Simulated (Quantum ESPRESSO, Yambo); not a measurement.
# Quasiparticle gap of As (buckled honeycomb monolayer) in Yambo, part 2 of 2

How does a plane-wave GW calculation on As (buckled honeycomb monolayer) run from the first input to the gap?

Quantum ESPRESSO 7.5 and Yambo 5.3.0; PBE and many-body steps on it, plane waves. Known limits of the many-body steps: not at the basis limit; exchange with frozen shells missing; no spin-orbit coupling.

So far. Step 3 (Bands along the symmetry lines): The gap is 1.622 eV, −0.015 eV from the run before at this level. Step 4 (Empty states on the mesh, 6×6×1 mesh, 100 bands): On this mesh the gap is 1.638 eV.

## (5) Conversion and set-up

This step: Yambo 5.3.0; conversion and set-up on PBE, plane waves, norm-conserving pseudopotentials.

The states are converted to the many-body program's format and the q mesh is built.

On the command line:

```sh
$ (cd o/x.save; p2y > p2y.log; mv SAVE ../..); yambo > setup.log
```

Log:

```text
 Yambo, version 5.3.0

 [02] CORE Variables Setup
 =========================

  [02.01] Unit cells
  ==================

  Cell kind             :  HCP
  Atoms in the cell     :  As
  number of As atoms    :  2

  List of atomic masses
  Mass of As    :  74.92200

  List of atomic coordinates    : [cc]
  As1       : -0.40422E-09   3.9402       11.915      order 1
  As2       :   3.41227   1.97008  14.54165  order 2

  Alat factors          :   6.82454   5.91023  26.45617 [a.u.]
  Direct lattice volume :   1067.10    [a.u.]
  Direct lattice vectors:  A[ 1 ]  A[ 2 ]  A[ 3 ]
   A[ 1 ]:  1.000000  0.000000  0.000000  [iru]
   6.824543  0.000000  0.000000  [cc]
   A[ 2 ]: -0.500000  1.000000  0.000000  [iru]
  -3.412272  5.910228  0.000000  [cc]
   A[ 3 ]:  0.000000  0.000000  1.000000  [iru]
    0.00000   0.00000  26.45617  [cc]

  Recip. lattice volume :  0.232453 [a.u.]
  Recip. lattice vectors:  B[ 1 ]  B[ 2 ]  B[ 3 ]
   B[ 1 ]:  1.000000  0.500000  0.000000  [iku]
   0.920675  0.531552 -0.000000  [cc]
   B[ 2 ]:  0.000000  1.000000  0.000000  [iku]
   0.000000  1.063104  0.000000  [cc]
   B[ 3 ]:  0.000000  0.000000  1.000000  [iku]
   0.000000 -0.000000  0.237494  [cc]

  [02.02] Symmetries
  ==================

  Inversion symmetry    : yes
  Spatial inversion     : yes
  Inversion index       :   7
  K-space Time-reversal : no
  Magnetic symmetries   : no
  Group table correct   : yes
  Symmetries units      :  [cc]

   [S  1]:   1.0000       0.0000       0.0000      0.56473E-16   1.0000       0.0000       0.0000       0.0000       1.0000
   [S  2]:   1.0000       0.0000       0.0000      0.31974E-10  -1.0000       0.0000       0.0000       0.0000      -1.0000
   [S  3]: -0.500000  0.866025  0.000000 -0.866025 -0.500000  0.000000  0.000000  0.000000  1.000000
[...]
[S 11]:  0.500000  0.866025  0.000000  0.866025 -0.500000  0.000000  0.000000  0.000000  1.000000
   [S 12]:  0.500000 -0.866025  0.000000 -0.866025 -0.500000  0.000000  0.000000  0.000000  1.000000

  [02.03] Reciprocal space
  ========================

  nG shells         :   4412
  nG charge         :   95457
  nG WFs            :  14603
  nC WFs            :  12049
  G-vecs. in first 80 shells:  [ Number ]
     1    3    5    7    9   15   27   39   41
    53   55   67   79   81   93   99  111  113
   125  137  149  161  167  169  181  193  205
[...]
809   811   823   835   859   865   877   889
  ...
  Shell energy in first 80 shells:  [ mHa ]
[...]
4970.93      5080.55      5085.85      5107.70      5114.05      5198.66      5331.19      5337.55      5339.67
    5527.54      5537.08      5672.79      5756.34      5760.57      5790.90      6092.64      6101.12      6240.00
    6321.43      6345.39      6461.38      6467.74      6775.84      6781.14      6809.34      6890.76
  ...

  [02.04] K-grid lattice
  ======================

[...]
K/Q-points units:
  rlu = crystal or reduced units; cc = cartesian coordinates; iku = interal k-units

  K [1]          [rlu]:  0.000000  0.000000  0.000000
         WF components:  12049
  K [2]          [rlu]:  0.000000  0.166667  0.000000
         WF components:  11975
  K [3]          [rlu]:  0.000000  0.333333  0.000000
         WF components:  11944
  K [4]          [rlu]:  0.000000 -0.500000  0.000000
         WF components:  11918
  K [5]          [rlu]:  0.166667  0.166667  0.000000
         WF components:  11931
  K [6]          [rlu]:  0.166667  0.333333  0.000000
         WF components:  11931
  K [7]          [rlu]:  0.333333  0.333333  0.000000
         WF components:  11952

  [02.05] Energies & Occupations
  ==============================

  [X] === General ===
  [X] Electronic Temperature                        :  0.000000  0.000000 [eV K]
  [X] Bosonic    Temperature                        :  0.000000  0.000000 [eV K]
  [X] Finite Temperature mode                       : no
  [X] El. density                                   :  0.18972E+24 [cm-3]
  [X] Fermi Level                                   : -1.190779 [eV]

  [X] === Gaps and Widths ===
  [X] Conduction Band Min                           :  1.637909 [eV]
  [X] Valence Band Max                              :  0.000000 [eV]
  [X] Filled Bands                                  :  15
  [X] Empty Bands                                   :   16  100
  [X] Direct Gap                                    :  1.935692 [eV]
  [X] Direct Gap localized at k                     :  1
  [X] Indirect Gap                                  :  1.637909 [eV]
  [X] Indirect Gap between kpts                     :  1  3
  [X] Last valence band width                       :  1.955912 [eV]
  [X] 1st conduction band width                     :  1.154846 [eV]

  E @ K [1]:  [eV]
  -35.19645 -35.19645 -35.16526 -35.16526 -35.09550 -35.08562 -35.08562 -35.03644
[...]
occ @ K [1]
[...]
E @ K [2]:  [eV]
[...]
occ @ K [2]
[...]
E @ K [3]:  [eV]
[...]
occ @ K [3]
[...]
E @ K [4]:  [eV]
[...]
occ @ K [4]
[...]
E @ K [5]:  [eV]
[...]
occ @ K [5]
[...]
E @ K [6]:  [eV]
[...]
occ @ K [6]
[...]
E @ K [7]:  [eV]
[...]
occ @ K [7]
[...]
0.000000  0.000000  0.000000  0.000000  0.000000  0.000000  0.000000  0.000000
   0.000000  0.000000  0.000000  0.000000  0.000000  0.000000  0.000000  0.000000

 [03] Transferred momenta grid and indexing
 ==========================================

 IBZ Q-points                                      :   7
 BZ  Q-points                                      :   36

 K/Q-points units:
 rlu = crystal or reduced units; cc = cartesian coordinates; iku = interal k-units

 Q [1]          [rlu]:  0.000000  0.000000  0.000000
 Q [2]          [rlu]:  0.10868E-16  0.16667       0.0000
 Q [3]          [rlu]:  0.21736E-16  0.33333       0.0000
 Q [4]          [rlu]: -0.32605E-16 -0.50000       0.0000
 Q [5]          [rlu]:  0.166667  0.166667  0.000000
 Q [6]          [rlu]:  0.166667  0.333333  0.000000
 Q [7]          [rlu]:  0.333333  0.333333  0.000000

  [03.01] X indexes
  =================

   [03.01.01] Sigma indexes
   ========================

 [06] Game Over & Game summary
```

Run time: 2.1 s. Hardware: 1 MPI rank of Arm Neoverse V1, shared host; peak memory 0.25 GiB.

## (6) Screening and self-energy, 6×6×1 mesh, 100 bands, screening to 129.3 eV

G0W0 replaces the xc potential by the self-energy, built once from these orbitals. Only a window of levels is corrected, while the sums run over the empty bands that the input names.

This step: G0W0 on PBE, plane waves, norm-conserving pseudopotentials.

Contents of gw1.in:

```
HF_and_locXC
gw0
dyson
ppa
em1d
rim_cut
rim_w
RandQpts= 3000000
RandGvec= 100 RL
CUTGeo= "slab z"
RandGvecW= 9 RL
EXXRLvcs= 76 Ry
VXCRLvcs= 304 Ry
Chimod= "HARTREE"
% BndsRnXp
 1 | 100 |
%
NGsBlkXp= 9.5 Ry
% LongDrXp
 1 | 1 | 0 |
%
% GbndRnge
 1 | 100 |
%
DysSolver= "n"
ExtendOut
PPAPntXp= 27.21138 eV
% QPkrange
 1 | 1 | 14 | 17 |
 3 | 3 | 14 | 17 |
%
```

On the command line:

```sh
$ OMP_NUM_THREADS=1 mpirun -n 4 yambo -F gw1.in -J gw1 -C gw1 > gw1.log
```

Log:

```text
 Yambo, version 5.3.0

 [02] CORE Variables Setup
 =========================

  [... cell, symmetries and grids as in the set-up ...]

  [02.05] Energies & Occupations
  ==============================

  [X] === General ===
  [X] Electronic Temperature                        :  0.000000  0.000000 [eV K]
  [X] Bosonic    Temperature                        :  0.000000  0.000000 [eV K]
  [X] Finite Temperature mode                       : no
  [X] El. density                                   :  0.18972E+24 [cm-3]
  [X] Fermi Level                                   : -1.190779 [eV]

  [X] === Gaps and Widths ===
  [X] Conduction Band Min                           :  1.637909 [eV]
  [X] Valence Band Max                              :  0.000000 [eV]
  [X] Filled Bands                                  :  15
  [X] Empty Bands                                   :   16  100
  [X] Direct Gap                                    :  1.935692 [eV]
  [X] Direct Gap localized at k                     :  1
  [X] Indirect Gap                                  :  1.637909 [eV]
  [X] Indirect Gap between kpts                     :  1  3
  [X] Last valence band width                       :  1.955912 [eV]
  [X] 1st conduction band width                     :  1.154846 [eV]

 [03] Transferred momenta grid and indexing
 ==========================================

 IBZ Q-points                                      :   7
 BZ  Q-points                                      :   36

 K/Q-points units:
 rlu = crystal or reduced units; cc = cartesian coordinates; iku = interal k-units

 Q [1]          [rlu]:  0.000000  0.000000  0.000000
 Q [2]          [rlu]:  0.10868E-16  0.16667       0.0000
 Q [3]          [rlu]:  0.21736E-16  0.33333       0.0000
 Q [4]          [rlu]: -0.32605E-16 -0.50000       0.0000
 Q [5]          [rlu]:  0.166667  0.166667  0.000000
 Q [6]          [rlu]:  0.166667  0.333333  0.000000
 Q [7]          [rlu]:  0.333333  0.333333  0.000000

 [04] Coloumb potential Random Integration (RIM)
 ===============================================

 Performing RIM of v_slab

  [04.01] RIM initialization
  ==========================

  * Diagonal components only detected *

  8 x (sBL volume)        :  0.051656 [a.u.]
  sBZ random points       :  3000000
  Points outside the sBZ  :  24000829
  RL volume               :  0.232453 [a.u.]
  Integrated volume       :  0.232445 [a.u.]

  [04.02] RIM integrals
  =====================

  Gamma point sphere radius             :  0.041603 [a.u.]
  Points outside the sphere             :  2398884
  [Int_sBZ(q=0) 1/q^2]*(Vol_sBZ)^(-1/3) =:  7.487273
                                 should be <:  7.795600

  Summary of Coulomb integrals for non-metallic bands |Q|[au] RIM/Bare

  Q [1] 0.100000E-4 0.960449 * Q [2] 0.177184 0.997450
  Q [5] 0.306892 1.024425 * Q [3] 0.354368 1.023516
  Q [6] 0.468785 1.017616 * Q [4] 0.531552 1.014593
  Q [7] 0.613783 1.011288
  Non-periodic chartesian directions : none
  Optical renormalization            :  26.45617 [au]
  Polarizability dimension           : length

 [05] Coloumb potential CutOffslab
 =================================

 Cut directionsZ
 Slab Cutoff:Z
 Symmetry test passed : yes

 [06] Dipoles
 ============

  [06.01] Setup: observables and procedures
  =========================================

 [07] Dynamic Dielectric Matrix (PPA)
 ====================================

 [WR./gw1//ndb.pp]---------------------------------------------------------------
  Brillouin Zone Q/K grids (IBZ/BZ)                :    7   36    7   36
  RL vectors                                       :  14617 [WF]
  Coulomb cutoff potential                         : slab z
  Electronic Temperature                           :  0.000000 [K]
  Bosonic    Temperature                           :  0.000000 [K]
  PPA    diel. fun.  energies                      : Perdew, Burke & Ernzerhof(X)+Perdew, Burke & Ernzerhof(C)
  wavefunctions                                    : Perdew, Burke & Ernzerhof(X)+Perdew, Burke & Ernzerhof(C)
  Global Gauge                                     : length
  X matrix size                                    :   585
  X band range                                     :    1  100
  X e/h energy range                               : -1.000000 -1.000000 [eV]
  X Time ordering                                  : R
  X Hxc Kernel                                     : HARTREE
  X Drude frequency                                :  0.000000  0.000000
  X poles                                          :  100.0000 [o/o]
  RL vectors in the sum                            :  14617
  [r,Vnl] included                                 : yes
  Field direction                                  :  0.707107E-5  0.707107E-5   0.00000
  BZ energy Double Grid                            : no
  BZ energy DbGd points                            : 0
  BZ Q point size factor                           : -1.000000
  X Optical Averaged directions                    : none

 [08] Local Exchange-Correlation + Non-Local Fock
 ================================================

 [VXC] Plane waves :   95457
 [EXS] Plane waves :  12073

 QP @ state[ 1 ] K range:  1  1
 QP @ state[ 1 ] b range:  14  17
 QP @ state[ 2 ] K range:  3  3
 QP @ state[ 2 ] b range:  14  17

 [xc] Functional : Perdew, Burke & Ernzerhof(X)+Perdew, Burke & Ernzerhof(C)
 [xc] LIBXC used to calculate xc functional
  PP Number of Atomic Species                      :  1
  NLCC RL compoments                               :   95457
  PP Number of Atomic Species                      :  1
  NLCC RL compoments                               :   95457

 [xc] E_xc :  -21.87157 [Ha]
      E_xc :  -43.74315 [Ry]

  Local XC kind (lXC) : Perdew, Burke & Ernzerhof(X)+Perdew, Burke & Ernzerhof(C)
  Non-Local XC kind (nlXC) : Hartree-Fock

  Corrections @ K [1] :  [eV]
 <14|nlXC|14> = -15.51942 -0.18662E-16 <14|lXC|14> = -13.27480  0.18882E-15
 <15|nlXC|15> = -15.51942 -0.25589E-17 <15|lXC|15> = -13.27479  0.000000
 <16|nlXC|16> = -8.987757 -0.46366E-17 <16|lXC|16> = -12.19210  0.11801E-16
 <17|nlXC|17> = -9.078115  0.20478E-17 <17|lXC|17> = -12.53426  0.000000

  Corrections @ K [3] :  [eV]
 <14|nlXC|14> = -15.53026 -0.18927E-17 <14|lXC|14> = -12.67475  0.18882E-15
 <15|nlXC|15> = -14.72921 -0.38464E-17 <15|lXC|15> = -11.95550  0.000000
 <16|nlXC|16> = -7.644536  0.16634E-17 <16|lXC|16> = -10.51954  0.76707E-16
 <17|nlXC|17> = -6.598289  0.19258E-18 <17|lXC|17> = -10.33825 -0.23602E-15

 [09] Dyson equation: Newton solver
 ==================================

  [09.01] RIM-W interpolation
  ===========================

  [WARNING] RIM-W works only for 2D semiconductors with slab cutoff
  Found compatible q grid: 2D
  q_min[ 1 ]:  0.16667      0.11217E-11   0.0000     [rlu]
   0.166667  0.083333  0.000000 [iku]
  q_min[ 2 ]:  0.10868E-16  0.16667       0.0000     [rlu]
   0.10868E-16  0.16667       0.0000     [iku]
  G-vectors :   9
  G-vectors loaded:   63
  Number of interpolated frequencies:  2

  Evaluating coefficients q = 0
  Evaluating coefficients q = 0

  [09.02] RIM-W integrals
  =======================

  8 x (sBL volume)        :  0.051656 [a.u.]
  sBZ random points       :  3000000
  Points outside the sBZ  :  24000829
  RL volume               :  0.232453 [a.u.]
  Integrated volume       :  0.232445 [a.u.]

  [09.03] RIM integrals
  =====================

  Comparison between head Wc = W - v averages: < Wc > [au] RIM-W/RIM

   < -Wc [Q = 1] > 0.364844E-1 0.486387E-4 * < -Wc [Q = 2] > 0.005329 0.005139
   < -Wc [Q = 3] > 0.975829E-3 0.954663E-3 * < -Wc [Q = 4] > 0.326023E-3 0.322169E-3
   < -Wc [Q = 5] > 0.001432 0.001398 * < -Wc [Q = 6] > 0.469209E-3 0.464226E-3
   < -Wc [Q = 7] > 0.218425E-3 0.216963E-3

  Comparison between head Wc = W - v averages: < Wc > [au] RIM-W/RIM

   < -Wc [G = 1,G`=0] > 0.364844E-1 0.486387E-4 * < -Wc [G = 2,G`=0] >-0.002024 0.000000
   < -Wc [G = 3,G`=0] >-0.002024 0.000000 * < -Wc [G = 4,G`=0] > 0.704477E-4  0.00000
   < -Wc [G = 5,G`=0] > 0.704686E-4  0.00000 * < -Wc [G = 6,G`=0] > 0.516400E-4  0.00000
   < -Wc [G = 7,G`=0] > 0.516138E-4  0.00000 * < -Wc [G = 8,G`=0] >-0.169084E-4  0.00000
   < -Wc [G = 9,G`=0] >-0.169062E-4  0.00000

 [10] G0W0 (W PPA)
 =================

 [  GW  ] Bands range     :    1  100
 [GW/PPA] G damping       :  0.100000 [eV]

 QP @ state[ 1 ] K range:  1  1
 QP @ state[ 1 ] b range:  14  17
 QP @ state[ 2 ] K range:  3  3
 QP @ state[ 2 ] b range:  14  17

  Sc/G bands                                       :    1  100
  Sc/G damping                                     :  0.100000 ev
  Sc bands terminator                              : no
  Sx RL components                                 :  12073

  QP @ state[ 1 ] K range                          :  1  1
  QP @ state[ 1 ] b range                          :  14  17
  QP @ state[ 2 ] K range                          :  3  3
  QP @ state[ 2 ] b range                          :  14  17
  GF energies kind                                 : Perdew, Burke & Ernzerhof(X)+Perdew, Burke & Ernzerhof(C)
  GF WF`s kind                                     : Perdew, Burke & Ernzerhof(X)+Perdew, Burke & Ernzerhof(C)
  Xs energies kind                                 : Perdew, Burke & Ernzerhof(X)+Perdew, Burke & Ernzerhof(C)
  Xs WF`s kind                                     : Perdew, Burke & Ernzerhof(X)+Perdew, Burke & Ernzerhof(C)

 [14] Game Over & Game summary
```

Wall time 4.3 min (4 MPI ranks); peak memory 2.3 GiB.

Numbers from this step:

```
G0W0 gap on the points computed              : 2.843 eV
starting gap on the mesh                     : 1.638 eV
k of the valence top                         : 0, 0, 0
k of the conduction bottom                   : 0, 0.3333, 0
least direct G0W0 gap on the computed points : 3.235 eV
Z at the valence top                         : 0.7381
Z at the conduction bottom                   : 0.7454
```

The gap on the mesh goes from 1.64 eV to 2.84 eV, a correction of +1.20 eV.

Limits: finite bands, cutoff and mesh; exchange with frozen shells missing; no spin-orbit coupling. v1 is the top filled band, c1 the lowest empty one. Levels before and after the correction, in eV, zero at the valence-band top of each column:

|  | conduction bottom | valence top |
| --- | --- | --- |
| Kohn-Sham | 1.64 | 0.00 |
| G0W0 | 2.84 | 0.00 |

|  | level | energy (eV) |
| --- | --- | --- |
| Kohn-Sham | Γ v2-v1 | 0.000 |
| Kohn-Sham | Γ c1 | 1.936 |
| Kohn-Sham | Γ c2 | 3.493 |
| Kohn-Sham | (0 0.333 0) v2 | -1.527 |
| Kohn-Sham | (0 0.333 0) v1 | -0.737 |
| Kohn-Sham | (0 0.333 0) c1 | 1.638 |
| Kohn-Sham | (0 0.333 0) c2 | 3.860 |
| G0W0 | Γ v2-v1 | 0.000 |
| G0W0 | Γ c1 | 3.235 |
| G0W0 | Γ c2 | 4.793 |
| G0W0 | (0 0.333 0) v2 | -1.583 |
| G0W0 | (0 0.333 0) v1 | -0.884 |
| G0W0 | (0 0.333 0) c1 | 2.843 |
| G0W0 | (0 0.333 0) c2 | 5.167 |

## (7) Where the time went

Times are wall times on the hardware named with each run, good to a factor of about two.

| step | time | share | memory (GiB) |
| --- | --- | --- | --- |
| ground state | 21 s | 7 % | 0.49 |
| bands along the symmetry lines | 9.9 s | 3 % | 0.38 |
| empty states on the mesh | 23 s | 7 % | 0.69 |
| conversion and set-up | 2.1 s | 1 % | 0.25 |
| screening and self-energy | 4.3 min | 82 % | 2.3 |

## (8) Results

* PBE gap: 1.62 eV, indirect
* G0W0 gap on the mesh: 2.84 eV
* GW settings: 6×6×1 mesh, 100 bands, screening to 129.3 eV, Godby-Needs plasmon pole
* known limits: not at the basis limit; exchange with frozen shells missing; no spin-orbit coupling

G0W0 moves the gap on the mesh from 1.64 eV to 2.84 eV (+1.20 eV), with Z of 0.74 and 0.75 at the edges. Only 2 of the mesh's irreducible points were corrected, so a valley elsewhere could overtake. The dearest step here is «screening and self-energy». Bands and cutoff are finite, so the gap is not at the basis limit. The miss can reach some tenths of an eV and take either sign; the mesh is an error of its own. In the G0W0 run levels were corrected at 2 k points alone, so a gap called «on the mesh» is the least over those, and an edge elsewhere would be missed. The norm-conserving file of at least one element keeps a d shell over frozen s and p shells of the same row. Exchange with those shells is missing from the self-energy, an error of 0.3 to 0.9 eV in cases checked, whose sign depends on which edge lies on those atoms. The many-body steps are scalar-relativistic: spin-orbit coupling is not in them.

[Paths, hosts, dates, memory and timing lines, banners, echoed tables and standing remarks are left out of the program output.]

[Logs are printed without paths, hosts, clocks, repeated set-up lines and the standing remarks that a program may print on its own settings, such as how far it seeks lower states.]

[Runs of the session that timed out or met a known fault of the program may be left out.]

[Hosts, paths, dates, database ids (printed as entryN), source tags and the programs' standing remarks are cut or masked in the printed files.]
